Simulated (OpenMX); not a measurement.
# CdSe (Cadmoselite) (P6_3mc) in OpenMX: further runs, part 2 of 3

OpenMX 3.8.5. The steps go on from the part before.

### 3 Band structure, PBE, non-collinear spin, zero start, spin-orbit coupling

The input, CdSe.dat:

```
System.CurrrentDirectory             ./
System.Name                          CdSe
DATA.PATH                            ./DFT_DATA13
level.of.stdout                      1
level.of.fileout                     1
Species.Number                       2
<Definition.of.Atomic.Species
  Cd  Cd7.0-s3p2d2           Cd_PBE13
  Se  Se7.0-s3p2d2           Se_PBE13
Definition.of.Atomic.Species>

Atoms.Number                         4
Atoms.SpeciesAndCoordinates.Unit     FRAC
<Atoms.SpeciesAndCoordinates
    1  Cd    0.6666666667    0.3333333333    0.5000000000   6.000  6.000     0.00    0.00    0.00    0.00  0  off
    2  Cd    0.3333333333    0.6666666667    0.0000000000   6.000  6.000     0.00    0.00    0.00    0.00  0  off
    3  Se    0.6666666667    0.3333333333    0.8850000000   3.000  3.000     0.00    0.00    0.00    0.00  0  off
    4  Se    0.3333333333    0.6666666667    0.3850000000   3.000  3.000     0.00    0.00    0.00    0.00  0  off
Atoms.SpeciesAndCoordinates>

Atoms.UnitVectors.Unit               Ang
<Atoms.UnitVectors
     4.3000000000    0.0000000000    0.0000000000
    -2.1500000000    3.7239092363    0.0000000000
     0.0000000000    0.0000000000    7.0200000000
Atoms.UnitVectors>

scf.XcType                           GGA-PBE
scf.SpinPolarization                 nc
scf.SpinOrbit.Coupling               on
scf.ElectronicTemperature            580.226
scf.energycutoff                     500.0
scf.maxIter                          100
scf.EigenvalueSolver                 band
scf.Kgrid                            5 5 3
scf.Mixing.Type                      rmm-diisk
scf.Init.Mixing.Weight               0.05
scf.Min.Mixing.Weight                0.001
scf.Max.Mixing.Weight                0.3
scf.Mixing.History                   25
scf.Mixing.StartPulay                8
scf.criterion                        1.0e-7
MD.Type                              nomd
Band.dispersion                      on
Band.Nkpath                          9
<Band.kpath
   11   0.000000  0.000000  0.000000    0.500000  0.000000  0.000000  G M
    7   0.500000  0.000000  0.000000    0.333333  0.333333  0.000000  M K
   13   0.333333  0.333333  0.000000    0.000000  0.000000  0.000000  K G
    6   0.000000  0.000000  0.000000    0.000000  0.000000  0.500000  G A
   11   0.000000  0.000000  0.500000    0.500000  0.000000  0.500000  A L
    7   0.500000  0.000000  0.500000    0.333333  0.333333  0.500000  L H
   13   0.333333  0.333333  0.500000    0.000000  0.000000  0.500000  H A
    6   0.500000  0.000000  0.500000    0.500000  0.000000  0.000000  L M
    6   0.333333  0.333333  0.000000    0.333333  0.333333  0.500000  K H
Band.kpath>
```

Potentials or basis: OpenMX 2013 PBE set, Cd7.0-s3p2d2, Se7.0-s3p2d2, grid cutoff 500 Ry.

Command:

```bash
$ openmx CdSe.dat -nt 1 > CdSe.std
```

It took 5 min on 1 thread of Arm Neoverse V2, shared host; peak memory 1.8 GiB.

Results (log left out):

```
Free energy             : -3445.8025 eV
Largest force           : 0.333 eV/Å
Band gap on the k mesh  : 0.77 eV, direct
Band gap along the path : 0.77 eV, direct
Net moment              : 0.00 μB per cell
Mulliken charges        : Cd +0.36; Se -0.36 e
```

Forces on the atoms (eV/Å):
```
Cd   0.006 -0.003  0.333
Cd  -0.006  0.003  0.333
Se   0.007 -0.003 -0.333
Se  -0.007  0.003 -0.333
```

Levels at the corners of the path, in eV from the valence-band top:
```csv
point,band 34,band 35,band 36,band 37,band 38,band 39
Γ,-0.01,0.00,0.00,0.77,0.77,2.10
M,-1.39,-0.95,-0.95,3.19,3.19,3.27
K,-1.92,-1.83,-1.83,4.43,4.43,4.58
Γ,-0.01,0.00,0.00,0.77,0.77,2.10
A,-0.39,-0.39,-0.39,2.37,2.37,2.37
L,-1.38,-1.38,-1.38,2.94,2.94,2.94
H,-1.21,-1.16,-1.16,3.72,3.72,3.79
A|L,-0.39,-0.39,-0.39,2.37,2.37,2.37
M|K,-1.39,-0.95,-0.95,3.19,3.19,3.27
H,-1.21,-1.16,-1.16,3.72,3.72,3.79
```

Caveat: Mulliken charges move with the basis; total energies with and without spin-orbit coupling shouldn't be compared in this program; the basis of atomic orbitals isn't converged, which shifts pressures, moduli and gaps.

### 4 Band structure, LDA

CdSe.dat, as its differences from that of step 3:

```diff
@@ -4,7 +4,7 @@
 level.of.stdout                      1
-level.of.fileout                     1
+level.of.fileout                     0
 Species.Number                       2
 <Definition.of.Atomic.Species
-  Cd  Cd7.0-s3p2d2           Cd_PBE13
-  Se  Se7.0-s3p2d2           Se_PBE13
+  Cd  Cd7.0-s3p2d2           Cd_CA13
+  Se  Se7.0-s3p2d2           Se_CA13
 Definition.of.Atomic.Species>
@@ -14,6 +14,6 @@
 <Atoms.SpeciesAndCoordinates
-    1  Cd    0.6666666667    0.3333333333    0.5000000000   6.000  6.000     0.00    0.00    0.00    0.00  0  off
-    2  Cd    0.3333333333    0.6666666667    0.0000000000   6.000  6.000     0.00    0.00    0.00    0.00  0  off
-    3  Se    0.6666666667    0.3333333333    0.8850000000   3.000  3.000     0.00    0.00    0.00    0.00  0  off
-    4  Se    0.3333333333    0.6666666667    0.3850000000   3.000  3.000     0.00    0.00    0.00    0.00  0  off
+    1  Cd    0.6666666667    0.3333333333    0.5000000000   6.000  6.000
+    2  Cd    0.3333333333    0.6666666667    0.0000000000   6.000  6.000
+    3  Se    0.6666666667    0.3333333333    0.8850000000   3.000  3.000
+    4  Se    0.3333333333    0.6666666667    0.3850000000   3.000  3.000
 Atoms.SpeciesAndCoordinates>
@@ -27,5 +27,4 @@
 
-scf.XcType                           GGA-PBE
-scf.SpinPolarization                 nc
-scf.SpinOrbit.Coupling               on
+scf.XcType                           LDA
+scf.SpinPolarization                 off
 scf.ElectronicTemperature            580.226
@@ -34,3 +33,3 @@
 scf.EigenvalueSolver                 band
-scf.Kgrid                            5 5 3
+scf.Kgrid                            7 7 5
 scf.Mixing.Type                      rmm-diisk
@@ -41,3 +40,4 @@
 scf.Mixing.StartPulay                8
-scf.criterion                        1.0e-7
+scf.criterion                        1.0e-8
+scf.stress.tensor                    on
 MD.Type                              nomd
```

Potentials or basis: OpenMX 2013 LDA set, Cd7.0-s3p2d2, Se7.0-s3p2d2, grid cutoff 500 Ry.

Command:

```bash
$ openmx CdSe.dat -nt 1 > CdSe.std
```

CdSe.out:

```text
Required cutoff energy (Ryd) for 3D-grids = 500.0000
      Used cutoff energy (Ryd) for 3D-grids = 498.2461, 498.2461, 516.8569
  Num. of grids of a-, b-, and c-axes = 50, 50, 96

  Num.Grid1.    50
  Num.Grid2.    50
  Num.Grid3.    96

  Cell_Volume =    758.579605224146 (Bohr^3)
  GridVol     =      0.003160748355 (Bohr^3)
  Cell vectors (bohr) of the grid cell (gtv)
    gtv_a =  0.162516435018,  0.000000000000,  0.000000000000
    gtv_b = -0.081258217509,  0.140743361259,  0.000000000000
    gtv_c =  0.000000000000,  0.000000000000,  0.138186212915
    |gtv_a| =  0.162516435018
    |gtv_b| =  0.162516435019
    |gtv_c| =  0.138186212915

***********************************************************

[... 298 lines left out ...]
  dx^2-y^2    0    0.009900799  0.009900799   0.019801599   0.000000000
  dxy         0    0.009900787  0.009900787   0.019801575   0.000000000
  dxz         0    0.008717320  0.008717320   0.017434640   0.000000000
  dyz         0    0.008717337  0.008717337   0.017434673   0.000000000
   sum over m      0.046301364  0.046301364   0.092602728   0.000000000
  d3z^2-r^2   1   -0.007404185 -0.007404185  -0.014808371   0.000000000
  dx^2-y^2    1   -0.003264594 -0.003264594  -0.006529188   0.000000000
  dxy         1   -0.003264561 -0.003264561  -0.006529122   0.000000000
  dxz         1   -0.001280224 -0.001280224  -0.002560448   0.000000000
  dyz         1   -0.001280230 -0.001280230  -0.002560460   0.000000000
   sum over m     -0.016493794 -0.016493794  -0.032987588   0.000000000
   sum over m+mul  0.029807570  0.029807570   0.059615140   0.000000000

***********************************************************
       xyz-coordinates (Ang) and forces (Hartree/Bohr)
***********************************************************

<coordinates.forces
  4
    1    Cd     2.15000   1.24130   3.51000  -0.000000006052  0.000010320010  0.005760052952
    2    Cd    -0.00000   2.48261   0.00000   0.000000006464 -0.000010320175  0.005760052944
    3    Se     2.15000   1.24130   6.21270  -0.000000000976  0.000010144042 -0.005766248748
    4    Se    -0.00000   2.48261   2.70270   0.000000000562 -0.000010143876 -0.005766248744
coordinates.forces>

***********************************************************
       Fractional coordinates of the final structure
***********************************************************

     1     Cd     0.66666666670000   0.33333333330000   0.50000000000000
     2     Cd     0.33333333330000   0.66666666670000   0.00000000000000
     3     Se     0.66666666670000   0.33333333330000   0.88500000000000
     4     Se     0.33333333330000   0.66666666670000   0.38500000000000
```

CdSe.std:

```text
*******************************************************
 Welcome to OpenMX   Ver. 3.8.5
 Copyright (C), 2002-2014, T. Ozaki
 OpenMX comes with ABSOLUTELY NO WARRANTY.
 This is free software, and you are welcome to
 redistribute it under the constitution of the GNU-GPL.
*******************************************************
[... 241 lines left out ...]
  Uzs   =       0.000000000000
  Uzo   =       0.000000000000
  Uef   =       0.000000000000
  UvdW  =       0.000000000000
  Utot  =    -126.420377722966

*******************************************************
             MD or geometry opt. at MD = 1
*******************************************************

outputting data on grids to files...

The calculation was normally finished.
```

Wall time 2.1 min (1 thread of Arm Neoverse V1, shared host); peak memory 1.2 GiB.

Results:

| Property | Result |
| --- | --- |
| Free energy | -3440.0738 eV |
| Pressure | -1.4 GPa |
| Largest force | 0.297 eV/Å |
| Band gap on the k mesh | 0.62 eV, direct |
| Band gap along the path | 0.62 eV, direct |
| Mulliken charges | Cd +0.33; Se -0.33 e |

Forces on the atoms (eV/Å):
```
Cd   0.000  0.001  0.296
Cd   0.000 -0.001  0.296
Se   0.000  0.001 -0.297
Se   0.000 -0.001 -0.297
```

Levels at the corners of the path, in eV from the valence-band top:
```
point  band 16  band 17  band 18  band 19  band 20  band 21
    Γ    -0.01    -0.01     0.00     0.62     2.01     5.73
    M    -1.92    -1.28    -0.87     3.15     3.19     4.76
    K    -1.86    -1.84    -1.84     4.39     4.72     4.72
    Γ    -0.01    -0.01     0.00     0.62     2.01     5.73
    A    -0.40    -0.40    -0.40     2.28     2.28     5.87
    L    -1.43    -1.32    -1.32     2.86     2.86     4.69
    H    -2.58    -1.08    -1.08     3.71     3.71     5.95
  A|L    -0.40    -0.40    -0.40     2.28     2.28     5.87
  M|K    -1.92    -1.28    -0.87     3.15     3.19     4.76
    H    -2.58    -1.08    -1.08     3.71     3.71     5.95
```

Caveat: Mulliken charges move with the basis; the basis of atomic orbitals isn't converged, which shifts pressures, moduli and gaps.

### 5 Single point, LDA, 28.10 Å³/atom

CdSe.dat, as its differences from that of step 4:

```diff
@@ -41,16 +41,2 @@
 scf.criterion                        1.0e-8
-scf.stress.tensor                    on
 MD.Type                              nomd
-Band.dispersion                      on
-Band.Nkpath                          9
-<Band.kpath
-   11   0.000000  0.000000  0.000000    0.500000  0.000000  0.000000  G M
-    7   0.500000  0.000000  0.000000    0.333333  0.333333  0.000000  M K
-   13   0.333333  0.333333  0.000000    0.000000  0.000000  0.000000  K G
-    6   0.000000  0.000000  0.000000    0.000000  0.000000  0.500000  G A
-   11   0.000000  0.000000  0.500000    0.500000  0.000000  0.500000  A L
-    7   0.500000  0.000000  0.500000    0.333333  0.333333  0.500000  L H
-   13   0.333333  0.333333  0.500000    0.000000  0.000000  0.500000  H A
-    6   0.500000  0.000000  0.500000    0.500000  0.000000  0.000000  L M
-    6   0.333333  0.333333  0.000000    0.333333  0.333333  0.500000  K H
-Band.kpath>
```

Potentials or basis: OpenMX 2013 LDA set, Cd7.0-s3p2d2, Se7.0-s3p2d2, fixed grid of 50 × 50 × 96 points.

Command:

```bash
$ openmx CdSe.dat -nt 1 > CdSe.std
```

It took 1.9 min on 1 thread of Arm Neoverse V1, shared host; peak memory 1.2 GiB.

It converged, with:

* Free energy: -3440.0738 eV
* Largest force: 0.297 eV/Å
* Band gap on the k mesh: 0.62 eV, direct
* Mulliken charges: Cd +0.33; Se -0.33 e

Caveat: Mulliken charges move with the basis; the basis of atomic orbitals isn't converged, which shifts pressures, moduli and gaps.

### 6 Single point, LDA, 27.54 Å³/atom (volume scaled by 0.98)

CdSe.dat, as its differences from that of step 5:

```diff
@@ -22,5 +22,5 @@
 <Atoms.UnitVectors
-     4.3000000000    0.0000000000    0.0000000000
-    -2.1500000000    3.7239092363    0.0000000000
-     0.0000000000    0.0000000000    7.0200000000
+     4.2711400700    0.0000000000    0.0000000000
+    -2.1355700350    3.6989158038    0.0000000000
+     0.0000000000    0.0000000000    6.9728844864
 Atoms.UnitVectors>
@@ -30,3 +30,2 @@
 scf.ElectronicTemperature            580.226
-scf.energycutoff                     500.0
 scf.maxIter                          100
@@ -42 +41,3 @@
 MD.Type                              nomd
+scf.Ngrid                            50 50 96
+scf.energycutoff                     500.0
```

Potentials or basis: OpenMX 2013 LDA set, Cd7.0-s3p2d2, Se7.0-s3p2d2, fixed grid of 50 × 50 × 96 points.

Command:

```bash
$ openmx CdSe.dat -nt 1 > CdSe.std
```

Run time: 2.2 min. Hardware: 1 thread of Arm Neoverse V1, shared host; peak memory 1.3 GiB.

The run converged. Its results:

* Free energy: -3440.0861 eV
* Largest force: 0.319 eV/Å
* Band gap on the k mesh: 0.69 eV, direct
* Mulliken charges: Cd +0.33; Se -0.33 e

Caveat: Mulliken charges move with the basis; the basis of atomic orbitals isn't converged, which shifts pressures, moduli and gaps.

### 7 Single point, LDA, 28.66 Å³/atom (volume scaled by 1.02)

CdSe.dat, as its differences from that of step 6:

```diff
@@ -22,5 +22,5 @@
 <Atoms.UnitVectors
-     4.2711400700    0.0000000000    0.0000000000
-    -2.1355700350    3.6989158038    0.0000000000
-     0.0000000000    0.0000000000    6.9728844864
+     4.3284776511    0.0000000000    0.0000000000
+    -2.1642388256    3.7485716056    0.0000000000
+     0.0000000000    0.0000000000    7.0664914211
 Atoms.UnitVectors>
```

Command:

```bash
$ openmx CdSe.dat -nt 1 > CdSe.std
```

Run time: 1.9 min. Hardware: 1 thread of Arm Neoverse V1, shared host; peak memory 1.2 GiB.

It converged, with:

| Item | Value |
| --- | --- |
| Free energy | -3440.0473 eV |
| Largest force | 0.276 eV/Å |
| Band gap on the k mesh | 0.56 eV, direct |
| Mulliken charges | Cd +0.33; Se -0.33 e |

Caveat: Mulliken charges move with the basis; the basis of atomic orbitals isn't converged, which shifts pressures, moduli and gaps.

### 8 Single point, LDA, 26.98 Å³/atom (volume scaled by 0.96)

CdSe.dat, as its differences from that of step 7:

```diff
@@ -22,5 +22,5 @@
 <Atoms.UnitVectors
-     4.3284776511    0.0000000000    0.0000000000
-    -2.1642388256    3.7485716056    0.0000000000
-     0.0000000000    0.0000000000    7.0664914211
+     4.2418847678    0.0000000000    0.0000000000
+    -2.1209423839    3.6735799689    0.0000000000
+     0.0000000000    0.0000000000    6.9251235047
 Atoms.UnitVectors>
```

Command:

```bash
$ openmx CdSe.dat -nt 1 > CdSe.std
```

It took 2.2 min on 1 thread of Arm Neoverse V1, shared host; peak memory 1.4 GiB.

Results (log left out):

| Quantity | Value |
| --- | --- |
| Free energy | -3440.0826 eV |
| Largest force | 0.343 eV/Å |
| Band gap on the k mesh | 0.76 eV, direct |
| Mulliken charges | Cd +0.33; Se -0.33 e |

Caveat: Mulliken charges move with the basis; the basis of atomic orbitals isn't converged, which shifts pressures, moduli and gaps.

### 9 Single point, LDA, 29.23 Å³/atom (volume scaled by 1.04)

CdSe.dat, as its differences from that of step 8:

```diff
@@ -22,5 +22,5 @@
 <Atoms.UnitVectors
-     4.2418847678    0.0000000000    0.0000000000
-    -2.1209423839    3.6735799689    0.0000000000
-     0.0000000000    0.0000000000    6.9251235047
+     4.3565854364    0.0000000000    0.0000000000
+    -2.1782927182    3.7729136617    0.0000000000
+     0.0000000000    0.0000000000    7.1123790148
 Atoms.UnitVectors>
```

Potentials or basis: OpenMX 2013 LDA set, Cd7.0-s3p2d2, Se7.0-s3p2d2, fixed grid of 50 × 50 × 96 points.

Command:

```bash
$ openmx CdSe.dat -nt 1 > CdSe.std
```

It took 1.9 min on 1 thread of Arm Neoverse V1, shared host; peak memory 1.2 GiB.

Results (log left out):

| Property | Result |
| --- | --- |
| Free energy | -3440.0083 eV |
| Largest force | 0.257 eV/Å |
| Band gap on the k mesh | 0.50 eV, direct |
| Mulliken charges | Cd +0.33; Se -0.33 e |

Caveat: Mulliken charges move with the basis; the basis of atomic orbitals isn't converged, which shifts pressures, moduli and gaps.

### 10 Single point, LDA, 26.42 Å³/atom (volume scaled by 0.94)

CdSe.dat, as its differences from that of step 9:

```diff
@@ -22,5 +22,5 @@
 <Atoms.UnitVectors
-     4.3565854364    0.0000000000    0.0000000000
-    -2.1782927182    3.7729136617    0.0000000000
-     0.0000000000    0.0000000000    7.1123790148
+     4.2122202675    0.0000000000    0.0000000000
+    -2.1061101337    3.6478897580    0.0000000000
+     0.0000000000    0.0000000000    6.8766944832
 Atoms.UnitVectors>
```

Command:

```bash
$ openmx CdSe.dat -nt 1 > CdSe.std
```

Wall time 2.3 min (1 thread of Arm Neoverse V1, shared host); peak memory 1.4 GiB.

The run converged. Its results:

```yaml
Free_energy: -3440.0615 eV
Largest_force: 0.370 eV/Å
Band_gap_on_the_k_mesh: 0.83 eV, direct
Mulliken_charges: Cd +0.33; Se -0.33 e
```

Caveat: Mulliken charges move with the basis; the basis of atomic orbitals isn't converged, which shifts pressures, moduli and gaps.

### 11 Single point, LDA, 29.79 Å³/atom (volume scaled by 1.06)

CdSe.dat, as its differences from that of step 10:

```diff
@@ -22,5 +22,5 @@
 <Atoms.UnitVectors
-     4.2122202675    0.0000000000    0.0000000000
-    -2.1061101337    3.6478897580    0.0000000000
-     0.0000000000    0.0000000000    6.8766944832
+     4.3843351364    0.0000000000    0.0000000000
+    -2.1921675682    3.7969456069    0.0000000000
+     0.0000000000    0.0000000000    7.1576820134
 Atoms.UnitVectors>
```

Command:

```bash
$ openmx CdSe.dat -nt 1 > CdSe.std
```

Wall time 1.8 min (1 thread of Arm Neoverse V1, shared host); peak memory 1.2 GiB.

Results (log left out):

```
Free energy            : -3439.9583 eV
Largest force          : 0.239 eV/Å
Band gap on the k mesh : 0.44 eV, direct
Mulliken charges       : Cd +0.33; Se -0.33 e
```

Caveat: Mulliken charges move with the basis; the basis of atomic orbitals isn't converged, which shifts pressures, moduli and gaps.

(Part 2 of 3 ends here.)
